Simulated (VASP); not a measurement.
# C in VASP: relaxation of the atoms with PBEsol

Aim: the relaxation of the atoms of C with PBEsol.

All numbers are computed with VASP 6.6.1; they aren't measurements. Logs are shortened: lines on timing, memory, paths and dates and some standing lists are left out, and cuts for length are marked.

**1. The structure**

The cell holds a slab with vacuum, 16 atoms: a = 2.522 Å, b = 4.368 Å, c = 24.827 Å, α = 90.00°, β = 90.00°, γ = 125.26°.

The slab is cut from a database's or a generator's crystal, which needn't be the stable form of the element.

**2. Relaxation of the atoms, PBEsol**

The input, INCAR:

```
ALGO     = Fast           # electronic algorithm
DIPOL    = 0.5 0.5 0.500
EDIFF    = 1E-7           # SCF threshold, eV
EDIFFG   = -0.015         # ionic threshold
ENCUT    = 520            # plane-wave cutoff, eV
GGA      = PS             # functional
IBRION   = 2              # ionic algorithm
IDIPOL   = 3            
ISIF     = 2              # what is computed and relaxed
ISMEAR   = 0              # smearing method
KPAR     = 8            
LASPH    = T              # aspherical terms in the spheres
LCHARG   = F              # write CHGCAR
LDIPOL   = T            
LREAL    = F              # projectors in reciprocal space
LWAVE    = F              # write WAVECAR
NELM     = 80             # most SCF steps
NSW      = 100            # ionic steps
PREC     = Accurate       # precision mode
SIGMA    = 0.05           # smearing width, eV
```

The input, KPOINTS:

```
k-points
0
Gamma
  12 12 1
```

The input, POSCAR:

```
C
1.0
    2.5220660410      0.0000000000      0.0000000000
   -2.5220660410      3.5667400000      0.0000000000
    0.0000000000      0.0000000000     24.8272311430
C
16
Direct
    1.0000000000      0.5000000000      0.3222268305
    0.2500000000      0.2500000000      0.3222268305
    1.0000000000      1.0000000000      0.3730191646
    0.2500000000      0.7500000000      0.3730191646
    1.0000000000      0.5000000000      0.4238114988
    0.2500000000      0.2500000000      0.4238114988
    1.0000000000      1.0000000000      0.4746038329
    0.2500000000      0.7500000000      0.4746038329
    1.0000000000      0.5000000000      0.5253961671
    0.2500000000      0.2500000000      0.5253961671
    1.0000000000      1.0000000000      0.5761885012
    0.2500000000      0.7500000000      0.5761885012
    1.0000000000      0.5000000000      0.6269808354
    0.2500000000      0.2500000000      0.6269808354
    1.0000000000      1.0000000000      0.6777731695
    0.2500000000      0.7500000000      0.6777731695
```

Potentials or basis: VASP PAW PBE potentials, release 64 (C).

Command:

```sh
$ cat potpaw_PBE.64/C/POTCAR > POTCAR
$ mpirun -np 8 vasp_std > vasp.out
```

OUTCAR:

```text
EDIFF = 1E-7
   EDIFFG = -0.015
   ENCUT = 520
   GGA = PS
   IBRION = 2
   ISIF = 2
   ISMEAR = 0
   LASPH = T
   LREAL = F
   NELM = 80
   NSW = 100
   PREC = Accurate

 ion  position               nearest neighbor table
   1  0.000  0.500  0.322-   4 1.54   2 1.54   2 1.54
   2  0.250  0.250  0.322-   3 1.54   1 1.54   1 1.54
   3  0.000  0.000  0.373-   2 1.54   4 1.54   4 1.54   6 1.54
   4  0.250  0.750  0.373-   1 1.54   3 1.54   3 1.54   5 1.54
   5  0.000  0.500  0.424-   8 1.54   6 1.54   6 1.54   4 1.54
   6  0.250  0.250  0.424-   7 1.54   5 1.54   5 1.54   3 1.54
   7  0.000  0.000  0.475-   6 1.54   8 1.54   8 1.54  10 1.54
   8  0.250  0.750  0.475-   5 1.54   7 1.54   7 1.54   9 1.54
   9  0.000  0.500  0.525-  12 1.54  10 1.54  10 1.54   8 1.54
  10  0.250  0.250  0.525-  11 1.54   9 1.54   9 1.54   7 1.54
  11  0.000  0.000  0.576-  10 1.54  12 1.54  12 1.54  14 1.54
  12  0.250  0.750  0.576-   9 1.54  11 1.54  11 1.54  13 1.54
  13  0.000  0.500  0.627-  16 1.54  14 1.54  14 1.54  12 1.54
  14  0.250  0.250  0.627-  15 1.54  13 1.54  13 1.54  11 1.54
  15  0.000  0.000  0.678-  14 1.54  16 1.54  16 1.54
  16  0.250  0.750  0.678-  13 1.54  15 1.54  15 1.54

  LATTYP: Found a simple orthorhombic cell.
 ALAT       =     2.5220660410
 B/A-ratio  =     1.4142135622
 C/A-ratio  =     9.8440051685

  Lattice vectors:

 A1 = (   2.5220660410,   0.0000000000,   0.0000000000)
 A2 = (   0.0000000000,   3.5667400000,   0.0000000000)
 A3 = (   0.0000000000,   0.0000000000,  24.8272311430)

Analysis of symmetry for initial positions (statically):
=====================================================================
 Subroutine PRICEL returns:
 Original cell was already a primitive cell.

 Routine SETGRP: Setting up the symmetry group for a
 simple orthorhombic supercell.

 Subroutine GETGRP returns: Found  8 space group operations
 (whereof  2 operations were pure point group operations)
 out of a pool of  8 trial point group operations.

The static configuration has the point symmetry C_1h.
 The point group associated with its full space group is D_2h.

Analysis of symmetry for dynamics (positions and initial velocities):
=====================================================================
 Subroutine PRICEL returns:
 Original cell was already a primitive cell.

 Routine SETGRP: Setting up the symmetry group for a
 simple orthorhombic supercell.

[... 186 lines left out ...]
------------------------ aborting loop because EDIFF is reached ----------------------------------------

  FORCE on cell =-STRESS in cart. coord.  units (eV):
  Direction    XX          YY          ZZ          XY          YZ          ZX
  --------------------------------------------------------------------------------------
  -------------------------------------------------------------------------------------
  Total       -9.5128074     -6.7610811     -8.0165269     -0.0000000      0.0000000      0.0000000
  in kB      -68.2437829    -48.5032156    -57.5096394     -0.0000000      0.0000000      0.0000000
  external PRESSURE =     -58.0855459 kB  Pullay stress =       0.0000000 kB
[... 131 lines left out ...]
  FREE ENERGIE OF THE ION-ELECTRON SYSTEM (eV)
  ---------------------------------------------------
  free  energy   TOTEN  =      -147.2379616757 eV

  energy  without entropy=     -147.2344053565  energy(sigma->0) =     -147.23618352

[... ionic steps 4 to 15 ...]

--------------------------------------- Ionic step       16  -------------------------------------------

 number of electron      63.9999999 magnetization

------------------------ aborting loop because EDIFF is reached ----------------------------------------
[... 45 lines left out ...]
--------------------------------------- Ionic step       17  -------------------------------------------

 number of electron      63.9999999 magnetization

 dipolmoment           0.000000      0.000000     -0.000000 electrons x Angstroem

------------------------ aborting loop because EDIFF is reached ----------------------------------------

  FORCE on cell =-STRESS in cart. coord.  units (eV):
  Direction    XX          YY          ZZ          XY          YZ          ZX
  --------------------------------------------------------------------------------------
  -------------------------------------------------------------------------------------
  Total       -5.5842640     14.6539942     -0.2839197      0.0000000     -0.0000000      0.0000000
  in kB      -40.0608653    105.1260639     -2.0368069      0.0000000     -0.0000000      0.0000000
  external PRESSURE =      21.0094639 kB  Pullay stress =       0.0000000 kB
[... 37 lines left out ...]
--------------------------------------- Ionic step       18  -------------------------------------------

 number of electron      63.9999999 magnetization

 dipolmoment           0.000000      0.000000      0.000000 electrons x Angstroem

 Free energy of the ion-electron system (eV)
  ---------------------------------------------------
  ext. energy  EPLUGINS =         0.00000000
  ---------------------------------------------------
  free energy    TOTEN  =      -147.80254475 eV

  energy without entropy =     -147.80175119  energy(sigma->0) =     -147.80214797

 E-fermi :   0.8999     XC(G=0):  -6.1376

 val. band max:        0.8200884804   @ k =   0.0000   0.0833   0.0000
 cond. band min:       0.9094827615   @ k =   0.0000   0.0000   0.0000
 fundamental gap:      0.0893942811
 Fermi energy:         0.8998684778

 k-point     1 :       0.0000    0.0000    0.0000
  band No.  band energies     occupation
      1     -21.1961      2.00000
      2     -20.4922      2.00000
      3     -19.3270      2.00000
      4     -17.4674      2.00000
      5     -15.1474      2.00000
      6     -13.2375      2.00000
[... 1045 lines left out ...]
     40       8.8140      0.00000
     41       9.3165      0.00000

 [... further k-points ...]

------------------------ aborting loop because EDIFF is reached ----------------------------------------

 vacuum level on the upper side and lower side of the slab       (xc-potential included)        -0.096        -0.096

  FORCE on cell =-STRESS in cart. coord.  units (eV):
  Direction    XX          YY          ZZ          XY          YZ          ZX
  --------------------------------------------------------------------------------------
  -------------------------------------------------------------------------------------
  Total       -5.5829957     14.6470077     -0.2643549      0.0000000     -0.0000000      0.0000000
  in kB      -40.0517673    105.0759436     -1.8964516      0.0000000     -0.0000000      0.0000000
  external PRESSURE =      21.0425749 kB  Pullay stress =       0.0000000 kB
[... 31 lines left out ...]
  FREE ENERGIE OF THE ION-ELECTRON SYSTEM (eV)
  ---------------------------------------------------
  free  energy   TOTEN  =      -147.8025447495 eV

  energy  without entropy=     -147.8017511908  energy(sigma->0) =     -147.80214797

 reached required accuracy - stopping structural energy minimisation

 vacuum level on the upper side and lower side of the slab         6.234         6.234
```

CONTCAR:

```text
C
   1.00000000000000
     2.5220660410000000    0.0000000000000000    0.0000000000000000
    -2.5220660410000000    3.5667399999999998    0.0000000000000000
     0.0000000000000000    0.0000000000000000   24.8272311429999988
  C
    16
Direct
     0.9699727458659070    0.4699727458659071    0.3297568181605670
     0.2800272541340929    0.2800272541340929    0.3297568181605670
     0.9902745752744914    0.9902745752744914    0.3721742170270381
     0.2597254247255085    0.7597254247255086    0.3721742170270381
     0.9991625905188075    0.4991625905188072    0.4241435442161817
     0.2508374094811927    0.2508374094811927    0.4241435442161817
[... 8 lines left out ...]
     0.9699727458659070    0.9699727458659070    0.6702431818394328
     0.2800272541340929    0.7800272541340930    0.6702431818394328

  0.00000000E+00  0.00000000E+00  0.00000000E+00
  0.00000000E+00  0.00000000E+00  0.00000000E+00
  0.00000000E+00  0.00000000E+00  0.00000000E+00
  0.00000000E+00  0.00000000E+00  0.00000000E+00
  0.00000000E+00  0.00000000E+00  0.00000000E+00
  0.00000000E+00  0.00000000E+00  0.00000000E+00
[... 8 lines left out ...]
  0.00000000E+00  0.00000000E+00  0.00000000E+00
  0.00000000E+00  0.00000000E+00  0.00000000E+00
```

It took 27 min on 8 MPI ranks of Intel Xeon Platinum 8259CL at 2.50GHz (Skylake/Cascade Lake), shared host; peak memory 0.58 GiB.

What came out:

```yaml
Free_energy: -147.8025 eV
Energy_gained_by_relaxing: 114.1 meV/atom
Ionic_steps: 18
Largest_force_after_relaxing: 0.009 eV/Å
Band_gap_on_the_k_mesh: none (metal or under the smearing width)
```

Forces in eV/Å, atoms in the order of the input:
```
C    0.000  0.002  0.007
C    0.000 -0.002  0.007
C    0.000 -0.007  0.006
C    0.000  0.007  0.006
C    0.000  0.002 -0.004
C    0.000 -0.002 -0.004
C    0.000 -0.001 -0.004
C    0.000  0.001 -0.004
C    0.000 -0.001  0.004
C    0.000  0.001  0.004
C    0.000  0.002  0.004
C    0.000 -0.002  0.004
C    0.000 -0.007 -0.006
C    0.000  0.007 -0.006
C    0.000  0.002 -0.007
C    0.000 -0.002 -0.007
```

The path:
| step | energy change (eV) | largest force (eV/Å) | pressure (GPa) |
| --- | --- | --- | --- |
| 1 | 0.0000 | 4.6260 | -5.81 |
| 2 | 0.0519 | 5.9014 | 1.33 |
| 3 | -1.2608 | 1.7067 | -2.87 |
| 4 | -1.7104 | 0.7565 | -0.28 |
| 5 | -1.7114 | 0.7696 | -0.14 |
| 6 | -1.6547 | 1.4556 | 0.52 |
| 7 | -1.7553 | 0.4476 | 0.08 |
| 8 | -1.7778 | 0.3113 | 0.34 |
| 9 | -1.7780 | 0.3430 | 0.37 |
| 10 | -1.7917 | 0.2616 | 0.64 |
| 11 | -1.7925 | 0.2927 | 0.73 |
| 12 | -1.8053 | 0.2222 | 1.00 |
| 13 | -1.8200 | 0.3628 | 1.79 |
| 14 | -1.8233 | 0.2381 | 2.26 |
| 15 | -1.8250 | 0.0783 | 2.08 |
| 16 | -1.8252 | 0.0666 | 2.11 |
| 17 | -1.8253 | 0.0270 | 2.10 |
| 18 | -1.8254 | 0.0091 | 2.10 |

Final structure:
```xyz
16
Lattice="2.5221 0.0000 0.0000 -2.5221 3.5667 0.0000 0.0000 0.0000 24.8272" Properties=species:S:1:pos:R:3 pbc="T T T"
C     1.2610    1.6763    8.1869
C     0.0000    0.9988    8.1869
C     0.0000    3.5321    9.2401
C    -1.2610    2.7097    9.2401
C     1.2610    1.7804   10.5303
C     0.0000    0.8947   10.5303
C     0.0000    3.5649   11.7830
C    -1.2610    2.6769   11.7830
C     1.2610    1.7815   13.0442
C     0.0000    0.8936   13.0442
C     0.0000    3.5638   14.2969
C    -1.2610    2.6780   14.2969
C     1.2610    1.7487   15.5872
C     0.0000    0.9264   15.5872
C     0.0000    3.4596   16.6403
C    -1.2610    2.7822   16.6403
```

Levels at points of the mesh, in eV from the Fermi level:
```tsv
k point	band 28	band 29	band 30	band 31	band 32	band 33	band 34	band 35	band 36	band 37
(0.00, 0.00, 0.00)	-2.33	-1.78	-1.12	-0.68	0.01	2.47	3.09	4.05	4.60	4.82
(0.50, 0.00, 0.00)	-4.67	-4.04	-4.04	0.28	0.28	0.49	0.49	7.24	7.24	7.44
(0.00, 0.50, 0.00)	-3.82	-3.53	-3.53	-0.48	-0.48	0.77	0.77	4.82	4.82	6.17
(0.50, 0.50, 0.00)	-5.77	-4.62	-4.62	-0.61	-0.61	-0.38	-0.38	4.27	4.27	4.65
```

Caveat: the PAW data sets were made with another functional, which shifts forces and pressure a little.
